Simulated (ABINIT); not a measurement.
# Pb (Im-3m) in ABINIT: optical spectrum with LDA

Aim: the optical spectrum of Pb with LDA.

Everything below comes from runs of ABINIT 10.8.3 (patched build). Logs are shortened: lines on timing, memory, paths and dates and some standing lists are left out, and cuts for length are marked. The log counts tension as positive stress, the text compression.

**1. The crystal as given**

Symmetry: Im-3m, No. 229, cubic system. Conventional cell: a = 3.959 Å, b = 3.959 Å, c = 3.959 Å, α = 90.00°, β = 90.00°, γ = 90.00°. Around Pb (site symmetry m-3m) lie 8 Pb at 3.43 Å.

This isn't the form of Pb at room conditions, which is fcc.

**2. Optical spectrum, LDA**

run.abi reads:

```
# Datasets
ndtset 3

# Pseudopotentials
pp_dirpath "./"
pseudos "Pb.upf"

# Structure
acell 6.4796270145 6.4796270145 6.4796270145
rprim
    -0.5773502692     0.5773502692     0.5773502692
     0.5773502692    -0.5773502692     0.5773502692
     0.5773502692     0.5773502692    -0.5773502692
ntypat 1
znucl 82
natom 1
typat 1
xred
            0.0            0.0            0.0

# Plane-wave basis
ecut 26.0

# k points
ngkpt 12 12 12
nshiftk 2
shiftk
     0.2500000000     0.2500000000     0.2500000000
    -0.2500000000    -0.2500000000    -0.2500000000
istwfk *1

# Exchange and correlation
ixc 7

# Bands and occupations
occopt 4
tsmear 0.2 eV

# SCF cycle
nstep 80

# Output
iomode 3
prteig 0
prtebands 0

# Dataset 1: ground state
nband1 11
tolvrs1 1.0e-12
prtden1 1
prtwf1 0
kptopt1 1

# Dataset 2: empty bands at fixed density
iscf2 -3
getden2 1
nband2 17
nbdbuf2 4
tolwfr2 1.0e-12
nstep2 120
prtden2 0
kptopt2 1

# Dataset 3: wave functions and velocity matrix elements in the full zone
optdriver3 8
wfk_task3 "wfk_optics_fullbz"
getwfk3 2
nband3 13
kptopt3 1
prtevk3 1
inclvkb3 2
```

optic.abi reads:

```
&FILES
 ddkfile_1 = 'runo_DS3_1_EVK.nc',
 ddkfile_2 = 'runo_DS3_2_EVK.nc',
 ddkfile_3 = 'runo_DS3_3_EVK.nc',
 wfkfile = 'runo_DS3_WFK.nc'
/
&PARAMETERS
 broadening = 0.001837,
 domega = 0.002,
 maxomega = 0.8,
 scissor = 0.000000,
 tolerance = 0.002
/
&COMPUTATIONS
 num_lin_comp = 1,
 lin_comp = 11,
 num_nonlin_comp = 0
/
```

Potentials or basis: PseudoDojo NC SR LDA v0.4.1 standard.

Started as:

```sh
$ abinit run.abi > log 2>&1
$ optic optic.abi > optic.log 2>&1
```

run.abo:

```text
.Version 10.8.3 of ABINIT
 DATASET    1 : space group Im -3 m (#229); Bravais cI (body-center cubic)
================================================================================
 Values of the parameters that define the memory need for DATASET  1.
     intxc =       0    ionmov =       0      iscf =       7    lmnmax =       6
     lnmax =       6     mgfft =      30  mpssoang =       3    mqgrid =    3001
     natom =       1  nloc_mem =       1    nspden =       1   nspinor =       1
    nsppol =       1      nsym =      48    n1xccc =    2501    ntypat =       1
    occopt =       4   xclevel =       1
       mpw =        1344          nfft =       27000          nkpt =         112
================================================================================
================================================================================
[... 13 lines left out ...]
 DATASET    3 : space group Im -3 m (#229); Bravais cI (body-center cubic)
================================================================================
 Values of the parameters that define the memory need for DATASET  3.
     intxc =       0    ionmov =       0      iscf =       7    lmnmax =       6
     lnmax =       6     mgfft =      30  mpssoang =       3    mqgrid =    3001
     natom =       1  nloc_mem =       1    nspden =       1   nspinor =       1
    nsppol =       1      nsym =      48    n1xccc =    2501    ntypat =       1
    occopt =       4   xclevel =       1
       mpw =        1344          nfft =       27000          nkpt =         112
================================================================================
================================================================================

--------------------------------------------------------------------------------
------------- Echo of variables that govern the present computation ------------
--------------------------------------------------------------------------------
 -outvars: echo values of preprocessed input variables --------
            acell      6.4796270145E+00  6.4796270145E+00  6.4796270145E+00 Bohr
              amu      2.07200000E+02
             ecut      2.60000000E+01 Hartree
           getden1          0
           getden2          1
           getden3          0
           getwfk1          0
           getwfk2          0
           getwfk3          2
             iscf1          7
             iscf2         -3
             iscf3          7
              ixc           7
           jdtset        1    2    3
                       outvar_i_n : Printing only first  50 k-points.
         kptrlatt       12    0   12      0   12   12    -12  -12    0
          kptrlen      8.97843456E+01
            natom           1
            nband1         11
            nband2         17
            nband3         13
           nbdbuf1          0
           nbdbuf2          4
           nbdbuf3          0
           ndtset           3
            ngfft          30      30      30
             nkpt         112
            nstep1         80
            nstep2        120
            nstep3         80
             nsym          48
           ntypat           1
                       prtocc : prtvol=0, do not print more k-points.
                       prtocc : prtvol=0, do not print more k-points.
                       prtocc : prtvol=0, do not print more k-points.
           occopt           4
        optdriver1          0
        optdriver2          0
        optdriver3          8
           prtden1          1
           prtden2          0
           prtden3          1
        prtebands           0
           prteig           0
           prtevk1          0
           prtevk2          0
           prtevk3          1
            prtwf1          0
            prtwf2          1
            prtwf3          1
            rprim     -5.7735026920E-01  5.7735026920E-01  5.7735026920E-01
                       5.7735026920E-01 -5.7735026920E-01  5.7735026920E-01
                       5.7735026920E-01  5.7735026920E-01 -5.7735026920E-01
           shiftk      5.00000000E-01  5.00000000E-01 -5.00000000E-01
          spgroup         229
           tolvrs1     1.00000000E-12
           tolvrs2     0.00000000E+00
           tolvrs3     0.00000000E+00
           tolwfr1     0.00000000E+00
           tolwfr2     1.00000000E-12
           tolwfr3     0.00000000E+00
           tsmear      7.34986444E-03 Hartree
            typat      1
         wfk_task1          0
         wfk_task2          0
         wfk_task3          7
                       outvars : Printing only first  50 k-points.
            znucl       82.00000
[... 174 lines left out ...]

 Real(R)+Recip(G) space primitive vectors, cartesian coordinates (Bohr,Bohr^-1):
 R(1)= -3.7410144  3.7410144  3.7410144  G(1)=  0.0000000  0.1336536  0.1336536
 R(2)=  3.7410144 -3.7410144  3.7410144  G(2)=  0.1336536  0.0000000  0.1336536
 R(3)=  3.7410144  3.7410144 -3.7410144  G(3)=  0.1336536  0.1336536  0.0000000
 Unit cell volume ucvol=  2.0942481E+02 bohr^3
 Angles (23,13,12)=  1.09471221E+02  1.09471221E+02  1.09471221E+02 degrees

 getcut: wavevector=  0.0000  0.0000  0.0000  ngfft=  30  30  30
         ecut(hartree)=     26.000   => boxcut(ratio)=   2.01706
--------------------------------------------------------------------------------

================================================================================

--- !BeginCycle
iteration_state: {dtset: 2, }
solver: {iscf: -3, nstep: 120, nline: 4, wfoptalg: 0, }
tolerances: {tolwfr: 1.00E-12, }
...

     iter   Etot(hartree)      deltaE(h)  residm     vres2
 Non-SCF case, kpt    1 ( -0.02083 -0.02083  0.06250), residuals and eigenvalues=
  3.63E-13  2.23E-13  8.01E-13  4.95E-13  7.00E-13  2.22E-13  5.52E-13  9.20E-13
  2.12E-13  3.44E-13  5.14E-13  5.62E-13  6.98E-13  3.92E-13  6.06E-06  8.61E-05
  1.70E-13
 -4.4306E-01 -4.4306E-01 -4.4266E-01 -4.3470E-01 -4.3470E-01 -2.4391E-01
  4.2924E-01  4.4765E-01  4.4765E-01  5.8963E-01  5.8963E-01  6.0625E-01
  6.1949E-01  6.7839E-01  6.7840E-01  6.8540E-01  7.0836E-01
 prteigrs : prtvol=0 or 1, do not print more k-points.

--- !ResultsGS
iteration_state: {dtset: 2, }
comment   : Summary of ground state results
lattice_vectors:
- [ -3.7410144,   3.7410144,   3.7410144, ]
- [  3.7410144,  -3.7410144,   3.7410144, ]
- [  3.7410144,   3.7410144,  -3.7410144, ]
lattice_lengths: [   6.47963,    6.47963,    6.47963, ]
lattice_angles: [109.471, 109.471, 109.471, ] # degrees, (23, 13, 12)
lattice_volume:   2.0942481E+02
convergence: {deltae:  0.000E+00, res2:  0.000E+00, residm:  9.958E-13, diffor:  0.000E+00, }
etotal    :  -7.02593605E+01
entropy   :   0.00000000E+00
fermie    :   1.80920798E-01
cartesian_stress_tensor: null
pressure_GPa: null
xred      :
- [  0.0000E+00,   0.0000E+00,   0.0000E+00, Pb]
cartesian_forces: null
force_length_stats: {min: null, max: null, mean: null, }
...

 Integrated electronic density in atomic spheres:
 ------------------------------------------------
 Atom  Sphere_radius  Integrated_density
    1        2.00000         10.03205144
================================================================================

 ----iterations are completed or convergence reached----

 Mean square residual over all n,k,spin=   44.286E-14; max=  99.577E-14
 reduced coordinates (array xred) for    1 atoms
       0.000000000000      0.000000000000      0.000000000000

 cartesian coordinates (angstrom) at end:
    1      0.00000000000000     0.00000000000000     0.00000000000000
 length scales=  6.479627014500  6.479627014500  6.479627014500 bohr
              =  3.428870948899  3.428870948899  3.428870948899 angstroms
 Eigenvalues (hartree) for nkpt= 112  k points:
 kpt#   1, nband= 17, wtk=  0.00231, kpt= -0.0208 -0.0208  0.0625 (reduced coord)
  -0.44306   -0.44306   -0.44266   -0.43470   -0.43470   -0.24391    0.42924    0.44765
   0.44765    0.58963    0.58963    0.60625    0.61949    0.67839    0.67840    0.68540
   0.70836
      occupation numbers for kpt#   1
   2.00000    2.00000    2.00000    2.00000    2.00000    2.00000    0.00000    0.00000
   0.00000    0.00000    0.00000    0.00000    0.00000    0.00000    0.00000    0.00000
   0.00000
 prteigrs : prtvol=0 or 1, do not print more k-points.

--- !EnergyTerms
iteration_state     : {dtset: 2, }
comment             : Components of total free energy in Hartree
kinetic             :  3.43927799445487E+01
hartree             :  1.27544984572206E+01
xc                  : -1.97361773177994E+01
Ewald energy        : -4.76668678344914E+01
psp_core            :  2.95084000245836E+00
local_psp           : -3.87402181570825E+01
non_local_psp       : -1.42142554001435E+01
internal            : -7.02594003052892E+01
'-kT*entropy'       :  3.95809938623305E-05
total_energy        : -7.02593607242953E+01
...

--- !EnergyTermsDC
iteration_state     : {dtset: 2, }
comment             : '"Double-counting" decomposition of free energy'
band_energy         : -4.40453718102930E+00
Ewald energy        : -4.76668678344914E+01
psp_core            :  2.95084000245836E+00
xc_dc               : -2.11388351068611E+01
internal            : -7.02594001199234E+01
'-kT*entropy'       :  3.95809938623305E-05
total_energy_dc     : -7.02593605389296E+01
...

================================================================================
== DATASET  3 ==================================================================

--- !DatasetInfo
iteration_state: {dtset: 3, }
dimensions: {natom: 1, nkpt: 112, mband: 13, nsppol: 1, nspinor: 1, nspden: 1, mpw: 1344, }
cutoff_energies: {ecut:  26.0, pawecutdg:  -1.0, }
electrons: {nelect:   1.40000000E+01, charge:   0.00000000E+00, occopt:   4.00000000E+00, tsmear:   7.34986444E-03, }
meta: {optdriver: 8, wfk_task: 7, }
...

 mkfilename : getwfk/=0, take file _WFK from output of DATASET   2.

 Exchange-correlation functional for the present dataset will be:
  LDA: Perdew-Wang 92 LSD fit to Ceperley-Alder data - ixc=7
  J.P.Perdew and Y.Wang, PRB 45, 13244 (1992)

--------------------------------------------------------------------------------

 Computation of velocity matrix elements (DDK)

 Parameters extracted from the Abinit header:
    ecut:     26.0
    nkpt:    3456
    mband:   17
    nsppol:  1
    nspinor: 1
    useylm:  0
    inclvkb: 2
    bmin: 1, bmax: 17
    Computing diagonal and off-diagonal matrix elements
    Between band index bmin: 1, bmax: 17

== END DATASET(S) ==============================================================
================================================================================

 -outvars: echo values of variables after computation  --------
            acell      6.4796270145E+00  6.4796270145E+00  6.4796270145E+00 Bohr
           etotal1    -7.0259360539E+01
           etotal2    -7.0259360539E+01
           etotal3     0.0000000000E+00
            fcart1    -0.0000000000E+00 -0.0000000000E+00 -0.0000000000E+00
            fcart3     0.0000000000E+00  0.0000000000E+00  0.0000000000E+00
            rprim     -5.7735026920E-01  5.7735026920E-01  5.7735026920E-01
                       5.7735026920E-01 -5.7735026920E-01  5.7735026920E-01
                       5.7735026920E-01  5.7735026920E-01 -5.7735026920E-01
           strten1     1.0155654403E-04  1.0155654403E-04  1.0155654403E-04
                       0.0000000000E+00  0.0000000000E+00  0.0000000000E+00
           strten3     0.0000000000E+00  0.0000000000E+00  0.0000000000E+00
                       0.0000000000E+00  0.0000000000E+00  0.0000000000E+00
 Calculation completed.
```

It took 1.7 min on 1 thread of Arm Neoverse V2, shared host; peak memory 1.4 GiB.

What came out:

```
Free energy : -1911.8546 eV
Pressure    : -3.0 GPa
```

Dielectric function (mean over the directions given):
```
energy (eV)  real part  imaginary part
       0.33      24.20            0.84
       0.76      37.14            6.93
       1.31       4.74           17.85
       1.74      10.94            5.11
       2.29       6.26           17.93
       2.83      -2.03           16.37
       3.27      -8.36            5.06
       3.81      -0.72            9.46
       4.25      -4.71            1.36
       4.79      -0.39            1.23
       5.33      -3.12            2.36
       5.77      -1.35            1.15
       6.31      -0.35            0.92
       6.75      -0.06            0.68
       7.29      -0.46            0.93
       7.84       0.68            1.14
       8.27      -0.68            1.19
       8.82       0.21            0.72
       9.36       0.73            1.51
       9.80       0.03            0.66
      10.34       0.85            0.84
      10.78       0.13            1.00
      11.32       0.64            0.66
      11.86       0.58            0.54
      12.30       0.30            0.63
      12.84       0.45            0.37
      13.28       0.53            0.28
      13.82       0.64            0.22
      14.37       0.80            0.11
      14.80       0.92            0.16
      15.35       1.08            0.17
      15.89       1.20            0.09
      16.33       1.41            0.14
      16.87       1.78            0.56
      17.31       1.24            0.85
      17.85       1.49            1.20
      18.39       1.16            0.60
      18.83       0.98            1.13
      19.38       1.17            0.83
      19.92       0.78            1.12
```

Caveat: the intraband (Drude) term is left out; spectra need much finer meshes, so this one isn't converged; independent-particle spectra lack excitons. The run has no spin-orbit coupling, so splittings on Pb are missing.
